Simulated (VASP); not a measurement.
# CdO (Monteponite) (Fm-3m) in VASP: single point with PBE0

Aim: the single point of CdO (Monteponite) with PBE0.

Program: VASP 6.6.1. These are calculated values, not measurements. Logs are shortened: lines on timing, memory, paths and dates and some standing lists are left out, and cuts for length are marked.

**1. The structure**

The structure is cubic, space group Fm-3m (No. 225). Conventional cell: a = 4.695 Å, b = 4.695 Å, c = 4.695 Å, α = 90.00°, β = 90.00°, γ = 90.00°. Cd (site symmetry m-3m) is surrounded by 6 O at 2.35 Å. Around O (site symmetry m-3m) lie 6 Cd at 2.35 Å.

**2. Single point, PBE0**

POSCAR

```
CdO
1.0
    0.0000000000      2.3476500000      2.3476500000
    2.3476500000      0.0000000000      2.3476500000
    2.3476500000      2.3476500000      0.0000000000
Cd O
1 1
Direct
    0.0000000000      0.0000000000      0.0000000000
    0.5000000000      0.5000000000      0.5000000000
```

INCAR.step1

```
PREC = Accurate ; ENCUT = 520
EDIFF = 1E-5 ; ISMEAR = 0
SIGMA = 0.02 ; LREAL = False
LASPH = True ; NELM = 60
ALGO = Normal ; ISIF = 2
LWAVE = True ; LCHARG = False
GGA = PE
```

INCAR.step2

```
PREC = Accurate ; ENCUT = 520
EDIFF = 1E-7 ; ISMEAR = 0
SIGMA = 0.02 ; LREAL = False
LASPH = True ; NELM = 60
ALGO = Normal ; ISIF = 2
LWAVE = False ; LCHARG = False
GGA = PE ; LHFCALC = True
AEXX = 0.25 ; PRECFOCK = Fast
ISTART = 1
```

KPOINTS

```
Automatic mesh
0
Gamma
  4 4 4
```

Potentials or basis: VASP PAW PBE potentials, release 64 (Cd, O).

Command:

```
cat potpaw_PBE.64/Cd/POTCAR potpaw_PBE.64/O/POTCAR > POTCAR
cp INCAR.step1 INCAR
mpirun -np 1 vasp_std > vasp.out
cp INCAR.step2 INCAR
mpirun -np 1 vasp_std > vasp.out
```

OUTCAR:

```text
PREC = Accurate
   ENCUT = 520
   EDIFF = 1E-7
   ISMEAR = 0
   LREAL = False
   LASPH = True
   NELM = 60
   ISIF = 2
   GGA = PE
   LHFCALC = True
   AEXX = 0.25
   PRECFOCK = Fast
   ISTART = 1

 ion  position               nearest neighbor table
   1  0.000  0.000  0.000-   2 2.35   2 2.35   2 2.35   2 2.35   2 2.35   2 2.35
   2  0.500  0.500  0.500-   1 2.35   1 2.35   1 2.35   1 2.35   1 2.35   1 2.35

  LATTYP: Found a face centered cubic cell.
 ALAT       =     4.6953000000

  Lattice vectors:

 A1 = (   0.0000000000,   2.3476500000,   2.3476500000)
 A2 = (   2.3476500000,   0.0000000000,   2.3476500000)
 A3 = (   2.3476500000,   2.3476500000,   0.0000000000)

Analysis of symmetry for initial positions (statically):
=====================================================================
 Subroutine PRICEL returns:
 Original cell was already a primitive cell.

 Routine SETGRP: Setting up the symmetry group for a
 face centered cubic supercell.

 Subroutine GETGRP returns: Found 48 space group operations
 (whereof 48 operations were pure point group operations)
 out of a pool of 48 trial point group operations.

The static configuration has the point symmetry O_h .

Analysis of symmetry for dynamics (positions and initial velocities):
=====================================================================
 Subroutine PRICEL returns:
 Original cell was already a primitive cell.

 Routine SETGRP: Setting up the symmetry group for a
 face centered cubic supercell.

 Subroutine GETGRP returns: Found 48 space group operations
 (whereof 48 operations were pure point group operations)
 out of a pool of 48 trial point group operations.

The dynamic configuration has the point symmetry O_h .

 Subroutine INISYM returns: Found 48 space group operations
 (whereof 48 operations are pure point group operations),
 and found     1 'primitive' translations

----------------------------------------------------------------------------------------

                                     Primitive cell

  volume of cell :      25.8780

  direct lattice vectors                    reciprocal lattice vectors
     0.000000000  2.347650000  2.347650000    -0.212978936  0.212978936  0.212978936
     2.347650000  0.000000000  2.347650000     0.212978936 -0.212978936  0.212978936
     2.347650000  2.347650000  0.000000000     0.212978936  0.212978936 -0.212978936

  length of vectors
     3.320078470  3.320078470  3.320078470     0.368890339  0.368890339  0.368890339

  position of ions in fractional coordinates (direct lattice)
     0.000000000  0.000000000  0.000000000
     0.500000000  0.500000000  0.500000000

  ion indices of the primitive-cell ions
   primitive index   ion index
                 1           1
                 2           2

----------------------------------------------------------------------------------------

 KPOINTS: Automatic mesh

Automatic generation of k-mesh.
 Grid dimensions read from file:
 generate k-points for:    4    4    4

 Generating k-lattice:

  Cartesian coordinates                     Fractional coordinates (reciprocal lattice)
    -0.053244734  0.053244734  0.053244734     0.250000000  0.000000000  0.000000000
     0.053244734 -0.053244734  0.053244734     0.000000000  0.250000000  0.000000000
     0.053244734  0.053244734 -0.053244734     0.000000000  0.000000000  0.250000000

  Length of vectors
     0.092222585  0.092222585  0.092222585

  Shift w.r.t. Gamma in fractional coordinates (k-lattice)
     0.000000000  0.000000000  0.000000000

 Subroutine IBZKPT returns following result:
 ===========================================

 Found      8 irreducible k-points:

 Following reciprocal coordinates:
            Coordinates               Weight
  0.000000  0.000000  0.000000      1.000000
  0.250000  0.000000  0.000000      8.000000
  0.500000  0.000000  0.000000      4.000000
  0.250000  0.250000  0.000000      6.000000
  0.500000  0.250000  0.000000     24.000000
 -0.250000  0.250000  0.000000     12.000000
  0.500000  0.500000  0.000000      3.000000
 -0.250000  0.500000  0.250000      6.000000
   k-points           NKPTS =      8   k-points in BZ     NKDIM =     64   number of bands    NBANDS=     13
   number of dos      NEDOS =    301   number of ions     NIONS =      2
   total plane-waves  NPLWV =  21952
   dimension x,y,z NGX =    28 NGY =   28 NGZ =   28
   dimension x,y,z NGXF=    56 NGYF=   56 NGZF=   56
   ions per type =               1   1
   NGX,Y,Z   is equivalent  to a cutoff of  14.02, 14.02, 14.02 a.u.
   NGXF,Y,Z  is equivalent  to a cutoff of  28.04, 28.04, 28.04 a.u.
 SYSTEM =  unknown system
   PREC   = accura    normal or accurate (medium, high low for compatibility)
   ISTART =      1    job   : 0-new  1-cont  2-samecut
   ICHARG =      0    charge: 1-file 2-atom 10-const
   ISPIN  =      1    spin polarized calculation?
   LNONCOLLINEAR =      F non collinear calculations
   LSORBIT =      F    spin-orbit coupling
   LASPH  =      T    aspherical Exc in radial PAW
   ENCUT  =  520.0 eV  38.22 Ry    6.18 a.u.   6.17  6.17  6.17*2*pi/ulx,y,z
   NELM   =     60;   NELMIN=  2; NELMDL=  0     # of ELM steps
   EDIFF  = 0.1E-06   stopping-criterion for ELM
   LREAL  =      F    real-space projection
   EDIFFG = 0.1E-05   stopping-criterion for IOM
   NSW    =      0    number of steps for IOM
   IBRION =     -1    ionic relax: 0-MD 1-quasi-New 2-CG
   NFREE  =      0    steps in history (QN), initial steepest desc. (CG)
   ISIF   =      2    stress and relaxation
   ISYM   =      3    0-nonsym 1-usesym 2-fastsym
   POTIM  = 0.5000    time-step for ionic-motion
   TEBEG  =    0.0;   TEEND  =   0.0 temperature during run
   PSTRESS=    0.0 pullay stress
   NELECT =      18.0000    total number of electrons
   NUPDOWN=      -1.0000    fix difference up-down
   EMIN   =  10.00;   EMAX   =-10.00  energy-range for DOS
   EFERMI =   0.00;   METHOD = LEGACY
   ISMEAR =     0;   SIGMA  =   0.02  broadening in eV -4-tet -1-fermi 0-gaus
   EFERMI_NEDOS =   21; number of points for ismear=-14 and -15
   IALGO  =     38    algorithm
   IMIX   =      1    mixing-type and parameters
     AMIX     =   0.40;   BMIX     =  1.00
     AMIX_MAG =   1.60;   BMIX_MAG =  1.00
  volume/ion in A,a.u.               =      12.94        87.32
  Fermi-wavevector in a.u.,A,eV,Ry     =   1.450515  2.741076 28.626585  2.103995
  Thomas-Fermi vector in A             =   2.568118
   LORBIT       =      0    0 simple, 1 ext, 2 COOP (PROOUT), +10 PAW based schemes
   GGA     = PE    functional components
   LHFCALC =     T    Hartree Fock is set to
   PRECFOCK=fast      Normal, Fast or Accurate (Low or Medium for compatibility)
   ENCUT4O =  -1.0   cutoff for four orbital integrals eV
   NKREDX  =     1    reduce k-point grid by
   NKREDY  =     1    reduce k-point grid by
   NKREDZ  =     1    reduce k-point grid by
   AEXX    =    0.2500 exact exchange contribution
   HFSCREEN=    0.0000 screening length (either q_TF or 0.3 A-1)
   HFSCREENC=   0.0000 screening length for correlation (either q_TF or 0.3 A-1)
   ENCUTFOCK=  -1.0 apply spherical cutoff to Coloumb kernel
   IVDW    =     0    specifies the selected vdW correction
   LEPSILON=     F    determine dielectric tensor
   LRPA    =     F    only Hartree local field effects (RPA)
 non-spin polarized calculation
 Gauss-broadening in eV      SIGMA  =   0.02
  energy-cutoff  :      520.00
  volume of cell :       25.88
 maximum number of plane-waves:       725
 NGX is ok and might be reduce to    28
  NGX = 14; NGY = 14; NGZ = 14

 number of electron      18.0000003 magnetization

 Free energy of the ion-electron system (eV)
  ---------------------------------------------------
  ext. energy  EPLUGINS =         0.00000000
  ---------------------------------------------------
  free energy    TOTEN  =       -10.60572681 eV

  energy without entropy =      -10.60572681  energy(sigma->0) =      -10.60572681

 E-fermi :   0.8241     XC(G=0):  -9.1711

 val. band max:        0.6313442226   @ k =   0.5000   0.0000   0.0000
 cond. band min:       2.3040280982   @ k =   0.0000   0.0000   0.0000
 fundamental gap:      1.6726838756
 Fermi energy:         0.8241178191

 k-point     1 :       0.0000    0.0000    0.0000
  band No.  band energies     occupation
      1     -18.3501      2.00000
      2      -6.9098      2.00000
      3      -6.9098      2.00000
      4      -6.9098      2.00000
      5      -6.6508      2.00000
      6      -6.6508      2.00000
      7      -0.7330      2.00000
      8      -0.7330      2.00000
      9      -0.7329      2.00000
     10       2.3040      0.00000
     11      17.9505      0.00000
     12      20.2104      0.00000
     13      20.2104      0.00000

 k-point     2 :       0.2500    0.0000    0.0000
  band No.  band energies     occupation
      1     -17.9528      2.00000
      2      -7.2127      2.00000
      3      -7.1688      2.00000
      4      -7.1688      2.00000
      5      -6.6096      2.00000
      6      -6.6096      2.00000
      7      -2.9195      2.00000
      8      -0.0306      2.00000
      9      -0.0305      2.00000
     10       5.4381      0.00000
     11      13.4283      0.00000
     12      17.2477      0.00000
     13      17.2477      0.00000

 k-point     3 :       0.5000    0.0000    0.0000
  band No.  band energies     occupation
      1     -17.5106      2.00000
      2      -7.8038      2.00000
      3      -7.5585      2.00000
      4      -7.5585      2.00000
      5      -6.3535      2.00000
      6      -6.3535      2.00000
      7      -3.5159      2.00000
      8       0.6313      2.00000
      9       0.6313      2.00000
     10       7.2865      0.00000
     11      10.7960      0.00000
     12      15.1877      0.00000
     13      15.1877      0.00000
[... 49 lines left out ...]
 k-point     7 :       0.5000    0.5000    0.0000
  band No.  band energies     occupation
      1     -17.6730      2.00000
      2      -7.3692      2.00000
      3      -6.3804      2.00000
      4      -6.2047      2.00000
      5      -6.2047      2.00000
      6      -5.9057      2.00000
      7      -3.9990      2.00000
      8      -1.8231      2.00000
      9      -1.8231      2.00000
     10       7.0295      0.00000
     11      11.8874      0.00000
     12      14.1030      0.00000
     13      16.9470      0.00000

 k-point     8 :      -0.2500    0.5000    0.2500
  band No.  band energies     occupation
      1     -17.5635      2.00000
      2      -7.1386      2.00000
      3      -7.0151      2.00000
      4      -7.0151      2.00000
      5      -6.2044      2.00000
      6      -6.0215      2.00000
      7      -2.6008      2.00000
      8      -2.6008      2.00000
      9      -1.3077      2.00000
     10       9.2927      0.00000
     11      12.1464      0.00000
     12      12.1465      0.00000
     13      14.0165      0.00000

------------------------ aborting loop because EDIFF is reached ----------------------------------------

  FORCE on cell =-STRESS in cart. coord.  units (eV):
  Direction    XX          YY          ZZ          XY          YZ          ZX
  --------------------------------------------------------------------------------------
  -------------------------------------------------------------------------------------
  Total        0.3750931      0.3750931      0.3750931      0.0000000      0.0000000     -0.0000000
  in kB       23.2230683     23.2230683     23.2230683      0.0000000      0.0000000     -0.0000000
  external PRESSURE =      23.2230683 kB  Pullay stress =       0.0000000 kB

 VOLUME and BASIS-vectors are now :
 -----------------------------------------------------------------------------
  energy-cutoff  :      520.00
  volume of cell :       25.88
      direct lattice vectors                 reciprocal lattice vectors
     0.000000000  2.347650000  2.347650000    -0.212978936  0.212978936  0.212978936
     2.347650000  0.000000000  2.347650000     0.212978936 -0.212978936  0.212978936
     2.347650000  2.347650000  0.000000000     0.212978936  0.212978936 -0.212978936

 POSITION                                       TOTAL-FORCE (eV/Angst)
 -----------------------------------------------------------------------------------
      0.00000      0.00000      0.00000        -0.000000     -0.000000     -0.000000
      2.34765      2.34765      2.34765         0.000000      0.000000      0.000000
 -----------------------------------------------------------------------------------
    total drift:                               -0.000000     -0.000000     -0.000000

  FREE ENERGIE OF THE ION-ELECTRON SYSTEM (eV)
  ---------------------------------------------------
  free  energy   TOTEN  =       -10.6057268137 eV

  energy  without entropy=      -10.6057268137  energy(sigma->0) =      -10.60572681
```

It took 47 s on 1 thread of Intel Xeon 6975P-C (Granite Rapids), shared host; peak memory 0.15 GiB.

What came out:

```
Free energy            : -10.6057 eV
Pressure               : 2.3 GPa
Band gap on the k mesh : 1.67 eV, indirect (least direct gap 3.04 eV)
```

Caveat: the k mesh is coarse (spacing up to 0.58 Å⁻¹), so the values aren't converged, least of all with exact exchange; the PAW data sets were made with another functional, which shifts forces and pressure a little. A k mesh can miss the band edges.
